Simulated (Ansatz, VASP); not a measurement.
## Two plane-wave programs on Rh

Contents of INCAR:

```
PREC = Accurate
ENCUT = 520
EDIFF = 1E-6
ISMEAR = 0
SIGMA = 0.1
LREAL = False
LASPH = True
NELM = 60
ALGO = Fast
ISIF = 2
LWAVE = False
LCHARG = False
GGA = PE
NBANDS = 14
```

KPOINTS

```
regular mesh
0
Gamma
  18 18 18
```

File POSCAR:

```
Rh
1.0
    0.0000000000      1.8956443825      1.8956443825
    1.8956443825      0.0000000000      1.8956443825
    1.8956443825      1.8956443825      0.0000000000
Rh
1
Direct
    0.0000000000      0.0000000000      0.0000000000
```

Input for Ansatz:

```yaml
crystal:
  lattice:
    - [0.0, 1.8956443829, 1.8956443829]
    - [1.8956443829, 0.0, 1.8956443829]
    - [1.8956443829, 1.8956443829, 0.0]
  atoms:
    - { symbol: Rh, position: [0.0, 0.0, 0.0] }
basis:
  ecutwfc: 420
kpoints:
  mp_grid: { grid: [18, 18, 18] }
hamiltonian:
  xc: pbe
scf:
  occupations: { method: gaussian, width: 0.1 }
output:
  forces: true
  stress: true
  eigenvalues: true
  write_density: true
  write_potential: true
  elf: true
  volumetric_format: npy
```

Alike in both runs: task single point; functional PBE; k mesh 18 × 18 × 18; occupations gaussian, width 0.1 eV; no spin polarisation.

```csv
,VASP,Ansatz
version,VASP 6.6.1,Ansatz 0.2.0
potentials or method,"VASP PAW PBE potentials, release 64 (Rh_pv)","scalar-relativistic, plane waves, PAW"
plane-wave cutoff (eV),520,420
valence electrons in the cell,15,17
```

```csv
,VASP,Ansatz,Ansatz less VASP
gap on the k mesh at the Fermi level (eV),none,none,-
pressure (GPa),8.5,8.5,-0.01
```

A gap of «none» marks a metal or a gap that the smearing closes. With one functional, cell and mesh, what is left measures potentials, basis and numerics. The two sets of potentials don't hold the same shells in valence.
